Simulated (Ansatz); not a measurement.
# Lattice vibrations of BN at Γ

Computed with DFT PBE, scalar-relativistic, plane waves, PAW in Ansatz. Cutoff 420 eV, 12×12×4 k-points (Γ-centred), fixed occupations. No spin polarisation. Phonons by linear response, acoustic sum rule imposed.

Relaxed structure:
```xyz
8
Lattice="2.5586 0.0000 0.0000 -1.2793 2.2158 0.0000 0.0000 0.0000 8.4092" Properties=species:S:1:pos:R:3 pbc="T T T"
B     0.0000    0.0000    0.7852
B     0.0000    0.0000    4.9898
B     0.0000    1.4772    2.8932
B     1.2793    0.7386    7.0978
N     0.0000    0.0000    3.4204
N     0.0000    0.0000    7.6250
N     0.0000    1.4772    1.3103
N     1.2793    0.7386    5.5149
```

The structure comes from a generated guess, relaxed at this level; another structure or a mixture of phases may lie lower.

Optical modes at Γ (transverse, no macroscopic field):
| frequency (THz) | degeneracy | IR intensity of the level ((D/Å)²/amu) |
| --- | --- | --- |
| 10.19 | 2 | 0.00 |
| 10.48 | 2 | 0.00 |
| 14.31 | 2 | 0.00 |
| 18.56 | 1 | 0.00 |
| 18.78 | 1 | 0.00 |
| 28.47 | 1 | 1.76 |
| 28.60 | 2 | 0.59 |
| 29.47 | 2 | 0.00 |
| 30.10 | 2 | 0.00 |
| 30.54 | 1 | 54.41 |
| 31.01 | 2 | 106.37 |
| 33.45 | 1 | 0.09 |
| 36.26 | 1 | 0.00 |
| 36.71 | 1 | 0.00 |

All 21 optical modes at Γ are real: no displacement of atoms at fixed cell lowers the energy to second order. Strains and modes at other wave vectors aren't tested by this run.

```
Electronic dielectric constant ε∞ (principal values) : 4.60, 4.60, 4.70
Static dielectric constant ε0 (principal values)     : 6.8, 6.8, 7.1
Refractive index √ε∞, mean                           : 2.15
Kohn–Sham gap on the mesh                            : 5.50 eV
Cost                                                 : 3.5 min on 1 thread of Arm Neoverse V1 (shared host), peak memory 1 GiB
```

Born effective charges (e):
```
      atom   Z*xx   Z*yy   Z*zz   mean
B (atom 1)   1.89   1.89   1.97   1.91
B (atom 3)   1.88   1.88   1.88   1.88
N (atom 5)  -1.88  -1.88  -1.94  -1.90
N (atom 7)  -1.88  -1.88  -1.92  -1.89
```
